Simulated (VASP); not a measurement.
# InAs (F-43m) in VASP: further runs, part 2 of 2

VASP 6.6.1. Earlier steps stand in the parts before.

**3. Single point, PBE**

Input file INCAR:

```
SYSTEM = InAs
ALGO     = Normal         ! electronic algorithm
EDIFF    = 1E-7           ! SCF threshold, eV
ENCUT    = 520            ! plane-wave cutoff, eV
GGA      = PE             ! functional
ISIF     = 2              ! what is computed and relaxed
ISMEAR   = 0              ! smearing method
LASPH    = .True.         ! aspherical terms in the spheres
LCHARG   = .False.        ! write CHGCAR
LREAL    = .False.        ! projectors in reciprocal space
LWAVE    = .False.        ! write WAVECAR
NELM     = 100            ! most SCF steps
PREC     = Accurate       ! precision mode
SIGMA    = 0.02           ! smearing width, eV
```

Input file KPOINTS:

```
k-points
0
Gamma
  8 8 8
  0 0 0
```

Input file POSCAR:

```
InAs
1.0
    0.0000000000      3.0180000000      3.0180000000
    3.0180000000      0.0000000000      3.0180000000
    3.0180000000      3.0180000000      0.0000000000
In As
1 1
Direct
    0.0000000000      0.0000000000      0.0000000000
    0.7500000000      0.7500000000      0.7500000000
```

Potentials or basis: VASP PAW PBE potentials, release 64 (In_d, As).

Started as:

```bash
$ cat potpaw_PBE.64/In_d/POTCAR potpaw_PBE.64/As/POTCAR > POTCAR
$ mpirun -np 1 vasp_std > vasp.out
```

OUTCAR:

```text
SYSTEM = InAs
   EDIFF = 1E-7
   ENCUT = 520
   GGA = PE
   ISIF = 2
   ISMEAR = 0
   LASPH = .True.
   LREAL = .False.
   NELM = 100
   PREC = Accurate

 ion  position               nearest neighbor table
   1  0.000  0.000  0.000-   2 2.61   2 2.61   2 2.61   2 2.61
   2  0.750  0.750  0.750-   1 2.61   1 2.61   1 2.61   1 2.61

  LATTYP: Found a face centered cubic cell.
 ALAT       =     6.0360000000

  Lattice vectors:

 A1 = (   0.0000000000,   3.0180000000,   3.0180000000)
[... 570 lines left out ...]

------------------------ aborting loop because EDIFF is reached ----------------------------------------

  FORCE on cell =-STRESS in cart. coord.  units (eV):
  Direction    XX          YY          ZZ          XY          YZ          ZX
  --------------------------------------------------------------------------------------
  -------------------------------------------------------------------------------------
  Total        1.4971421      1.4971421      1.4971421      0.0000000      0.0000000     -0.0000000
  in kB       43.6300687     43.6300687     43.6300687      0.0000000      0.0000000     -0.0000000
  external PRESSURE =      43.6300687 kB  Pullay stress =       0.0000000 kB

 VOLUME and BASIS-vectors are now :
 -----------------------------------------------------------------------------
  energy-cutoff  :      520.00
  volume of cell :       54.98
      direct lattice vectors                 reciprocal lattice vectors
     0.000000000  3.018000000  3.018000000    -0.165672631  0.165672631  0.165672631
     3.018000000  0.000000000  3.018000000     0.165672631 -0.165672631  0.165672631
     3.018000000  3.018000000  0.000000000     0.165672631  0.165672631 -0.165672631

 POSITION                                       TOTAL-FORCE (eV/Angst)
 -----------------------------------------------------------------------------------
      0.00000      0.00000      0.00000         0.000000      0.000000      0.000000
      4.52700      4.52700      4.52700        -0.000000     -0.000000     -0.000000
 -----------------------------------------------------------------------------------
    total drift:                                0.000000      0.000000      0.000000

  FREE ENERGIE OF THE ION-ELECTRON SYSTEM (eV)
  ---------------------------------------------------
  free  energy   TOTEN  =        -7.6612733355 eV

  energy  without entropy=       -7.6612130768  energy(sigma->0) =       -7.66124321
```

OSZICAR:

```text
N       E                     dE             d eps       ncg     rms          rms(c)
DAV:   1     0.115667073702E+03    0.11567E+03   -0.85568E+03   754   0.152E+03
DAV:   2     0.883124316565E+00   -0.11478E+03   -0.11097E+03   759   0.325E+02
DAV:   3    -0.771049020265E+01   -0.85936E+01   -0.85371E+01   999   0.938E+01
DAV:   4    -0.793195764241E+01   -0.22147E+00   -0.22131E+00   816   0.170E+01
DAV:   5    -0.794012384246E+01   -0.81662E-02   -0.81658E-02  1126   0.285E+00    0.459E+00
DAV:   6    -0.768457322813E+01    0.25555E+00   -0.45383E-01  1102   0.128E+01    0.259E+00
DAV:   7    -0.765966320335E+01    0.24910E-01   -0.14878E-01  1053   0.381E+00    0.721E-01
DAV:   8    -0.766046320074E+01   -0.80000E-03   -0.14027E-02   929   0.174E+00    0.216E-01
DAV:   9    -0.766110353575E+01   -0.64034E-03   -0.12536E-03   869   0.438E-01    0.123E-01
DAV:  10    -0.766123008574E+01   -0.12655E-03   -0.18788E-04  1018   0.198E-01    0.821E-02
DAV:  11    -0.766126822517E+01   -0.38139E-04   -0.16625E-04   809   0.156E-01    0.781E-02
DAV:  12    -0.766127278851E+01   -0.45633E-05   -0.15175E-05   789   0.325E-02    0.176E-02
DAV:  13    -0.766127294505E+01   -0.15654E-06   -0.21765E-06   964   0.111E-02    0.964E-03
DAV:  14    -0.766127311786E+01   -0.17281E-06   -0.18211E-07   769   0.440E-03    0.282E-03
DAV:  15    -0.766127328250E+01   -0.16464E-06   -0.34844E-08   477   0.262E-03    0.684E-04
DAV:  16    -0.766127333547E+01   -0.52972E-07   -0.11624E-08   412   0.978E-04
   1 F= -.76612733E+01 E0= -.76612432E+01  d E =-.602587E-04
```

stdout:

```text
POSCAR found type information on POSCAR InAs
 POSCAR found :  2 types and       2 ions
 scaLAPACK will be used
 LDA part: xc-table for (Slater+PW92), standard interpolation
 POSCAR, INCAR and KPOINTS ok, starting setup
 FFT: planning ... GRIDC
 FFT: planning ... GRID_SOFT
 FFT: planning ... GRID
 WAVECAR not read
 entering main loop
```

Run time: 14 s. Hardware: 1 thread of Intel Xeon Platinum 8488C (Sapphire Rapids), shared host; peak memory 0.18 GiB.

Results:

- Free energy: -7.6613 eV
- Pressure: 4.4 GPa
- Band gap on the k mesh: none (metal or under the smearing width)

Levels at points of the mesh, in eV from the Fermi level:
| k point | band 6 | band 7 | band 8 | band 9 | band 10 | band 11 | band 12 | band 13 |
| --- | --- | --- | --- | --- | --- | --- | --- | --- |
| (0.00, 0.00, 0.00) | -11.90 | -0.17 | -0.01 | -0.01 | -0.01 | 3.90 | 3.90 | 3.90 |
| (0.50, 0.00, 0.00) | -10.42 | -5.80 | -1.00 | -1.00 | 0.96 | 4.67 | 4.67 | 6.86 |
| (0.50, 0.50, 0.00) | -9.87 | -5.87 | -2.35 | -2.35 | 1.53 | 2.06 | 9.21 | 9.30 |

Caveat: this crystal is a semiconductor, whose small gap the functional closes, so the metal is an error of the method.

**4. Single point, PBE**

Changes to INCAR since step 3:

```diff
@@ -11,4 +11,5 @@
 LWAVE    = .False.        ! write WAVECAR
-NELM     = 100            ! most SCF steps
+NBANDS   = 16             ! bands
+NELM     = 60             ! most SCF steps
 PREC     = Accurate       ! precision mode
-SIGMA    = 0.02           ! smearing width, eV
+SIGMA    = 0.028000000000000004 ! smearing width, eV
```

KPOINTS is that of step 3.

POSCAR is that of step 3.

Potentials or basis: VASP PAW PBE potentials, release 64 (In_d, As).

Started as:

```bash
$ cat potpaw_PBE.64/In_d/POTCAR potpaw_PBE.64/As/POTCAR > POTCAR
$ mpirun -np 1 vasp_std > vasp.out
```

OUTCAR:

```text
SYSTEM = InAs
   EDIFF = 1E-7
   ENCUT = 520
   GGA = PE
   ISIF = 2
   ISMEAR = 0
   LASPH = .True.
   LREAL = .False.
   NELM = 60
   PREC = Accurate

 ion  position               nearest neighbor table
   1  0.000  0.000  0.000-   2 2.61   2 2.61   2 2.61   2 2.61
   2  0.750  0.750  0.750-   1 2.61   1 2.61   1 2.61   1 2.61

  LATTYP: Found a face centered cubic cell.
 ALAT       =     6.0360000000

  Lattice vectors:

 A1 = (   0.0000000000,   3.0180000000,   3.0180000000)
 A2 = (   3.0180000000,   0.0000000000,   3.0180000000)
 A3 = (   3.0180000000,   3.0180000000,   0.0000000000)

Analysis of symmetry for initial positions (statically):
=====================================================================
 Subroutine PRICEL returns:
 Original cell was already a primitive cell.

 Routine SETGRP: Setting up the symmetry group for a
 face centered cubic supercell.

 Subroutine GETGRP returns: Found 24 space group operations
 (whereof 24 operations were pure point group operations)
 out of a pool of 48 trial point group operations.

The static configuration has the point symmetry T_d .

Analysis of symmetry for dynamics (positions and initial velocities):
=====================================================================
 Subroutine PRICEL returns:
 Original cell was already a primitive cell.

 Routine SETGRP: Setting up the symmetry group for a
 face centered cubic supercell.

 Subroutine GETGRP returns: Found 24 space group operations
 (whereof 24 operations were pure point group operations)
 out of a pool of 48 trial point group operations.

The dynamic configuration has the point symmetry T_d .

 Subroutine INISYM returns: Found 24 space group operations
 (whereof 24 operations are pure point group operations),
 and found     1 'primitive' translations

----------------------------------------------------------------------------------------

[... 112 lines left out ...]
     AMIX_MAG =   1.60;   BMIX_MAG =  1.00
  volume/ion in A,a.u.               =      27.49       185.50
  Fermi-wavevector in a.u.,A,eV,Ry     =   1.128331  2.132236 17.321990  1.273130
  Thomas-Fermi vector in A             =   2.265020
   LORBIT       =      0    0 simple, 1 ext, 2 COOP (PROOUT), +10 PAW based schemes
   GGA     = PE    functional components
   LHFCALC =     F    Hartree Fock is set to
   AEXX    =    0.0000 exact exchange contribution
   IVDW    =     0    specifies the selected vdW correction
   LEPSILON=     F    determine dielectric tensor
   LRPA    =     F    only Hartree local field effects (RPA)
 non-spin polarized calculation
 Gauss-broadening in eV      SIGMA  =   0.03
  energy-cutoff  :      520.00
  volume of cell :       54.98
 maximum number of plane-waves:      1494
   NGX = 15   NGY = 15   NGZ = 15

 number of electron      17.9999991 magnetization

 Free energy of the ion-electron system (eV)
  ---------------------------------------------------
  ext. energy  EPLUGINS =         0.00000000
  ---------------------------------------------------
  free energy    TOTEN  =        -7.66129728 eV

  energy without entropy =       -7.66121292  energy(sigma->0) =       -7.66125510

 E-fermi :   4.5727     XC(G=0):  -9.1165

 val. band max:        4.5641454169   @ k =   0.0000   0.0000   0.0000
 cond. band min:       5.5326477983   @ k =   0.5000   0.0000   0.0000
 fundamental gap:      0.9685023814
 Fermi energy:         4.5726732537

 k-point     1 :       0.0000    0.0000    0.0000
  band No.  band energies     occupation
      1      -9.8397      2.00000
      2      -9.8397      2.00000
      3      -9.8397      2.00000
      4      -9.7116      2.00000
      5      -9.7116      2.00000
      6      -7.3326      2.00000
[... 433 lines left out ...]
      3      -9.7850      2.00000
      4      -9.7168      2.00000
      5      -9.7040      2.00000
      6      -5.5765      2.00000
[... 8 lines left out ...]
     15      14.9915      0.00000
     16      15.7168      0.00000

 [... further k-points ...]

------------------------ aborting loop because EDIFF is reached ----------------------------------------

  FORCE on cell =-STRESS in cart. coord.  units (eV):
  Direction    XX          YY          ZZ          XY          YZ          ZX
  --------------------------------------------------------------------------------------
  -------------------------------------------------------------------------------------
  Total        1.4979883      1.4979883      1.4979883     -0.0000000      0.0000000     -0.0000000
  in kB       43.6547287     43.6547287     43.6547287     -0.0000000      0.0000000     -0.0000000
  external PRESSURE =      43.6547287 kB  Pullay stress =       0.0000000 kB

 VOLUME and BASIS-vectors are now :
 -----------------------------------------------------------------------------
  energy-cutoff  :      520.00
  volume of cell :       54.98
      direct lattice vectors                 reciprocal lattice vectors
     0.000000000  3.018000000  3.018000000    -0.165672631  0.165672631  0.165672631
     3.018000000  0.000000000  3.018000000     0.165672631 -0.165672631  0.165672631
     3.018000000  3.018000000  0.000000000     0.165672631  0.165672631 -0.165672631

 POSITION                                       TOTAL-FORCE (eV/Angst)
 -----------------------------------------------------------------------------------
      0.00000      0.00000      0.00000        -0.000000     -0.000000     -0.000000
      4.52700      4.52700      4.52700         0.000000      0.000000      0.000000
 -----------------------------------------------------------------------------------
    total drift:                                0.000000      0.000000      0.000000

  FREE ENERGIE OF THE ION-ELECTRON SYSTEM (eV)
  ---------------------------------------------------
  free  energy   TOTEN  =        -7.6612972814 eV

  energy  without entropy=       -7.6612129192  energy(sigma->0) =       -7.66125510
```

It took 18 s on 1 thread of AMD EPYC 9R14 (Zen 4), shared host; peak memory 0.15 GiB.

Results:

| Item | Value |
| --- | --- |
| Free energy | -7.6613 eV |
| Pressure | 4.4 GPa |
| Band gap on the k mesh | none (metal or under the smearing width) |

Caveat: this crystal is a semiconductor, whose small gap the functional closes, so the metal is an error of the method.

**5. For comparison**

An earlier run on the cell as given: functional PBE; potentials or basis VASP PAW PBE potentials, release 64 (In_d, As); cutoff 520 eV; k mesh 8 × 8 × 8; occupations fermi-dirac, width 0.05 eV; no spin polarisation.

- Pressure: 4.4 GPa
- Band gap on the k mesh: none (metal or under the smearing width)

**6. The runs side by side**

| task | spin | cell | k mesh | cutoff (eV) | smearing | gap on the mesh (eV) | pressure (GPa) |
| --- | --- | --- | --- | --- | --- | --- | --- |
| relaxation of cell and atoms | SOC, no magnetisation | relaxed | 6 × 6 × 6 | 600 | fermi-dirac 0.05 eV | - | 0.0 |
| single point | off | as given | 8 × 8 × 8 | 520 | gaussian 0.02 eV | none | 4.4 |
| single point | off | as given | 8 × 8 × 8 | 520 | gaussian 0.028 eV | none | 4.4 |
| single point | off | as given | 8 × 8 × 8 | 520 | fermi-dirac 0.05 eV | none | 4.4 |

Alike in all rows: level PBE; potentials or basis VASP PAW PBE potentials, release 64 (In_d, As).

Every run on the cell as given and a fine mesh finds a metal.

Caveats: this crystal is a semiconductor, whose small gap the functional closes, so the metal is an error of the method (some runs).

Total energies depend on the potentials used, so only differences within one code and one set of settings carry meaning.

**7. Comparison with measurements**

Step 3. A measured gap of InAs is 0.418 eV (direct; 4.2 K; a printed reference work, data compilation); the calculated 0.00 eV misses it by -0.42 eV. Spin-orbit coupling on As, In is left out. The value is that of PBE on a finite k mesh, which can miss the band edges, without temperature or zero-point motion. Semilocal functionals fall short of measured gaps as a rule.

Step 4. A measured gap of InAs is 0.418 eV (direct; 4.2 K; a printed reference work, data compilation); the calculated 0.00 eV misses it by -0.42 eV. Spin-orbit coupling on As, In is left out. The value is that of PBE on a finite k mesh, which can miss the band edges, without temperature or zero-point motion. Semilocal functionals fall short of measured gaps as a rule.
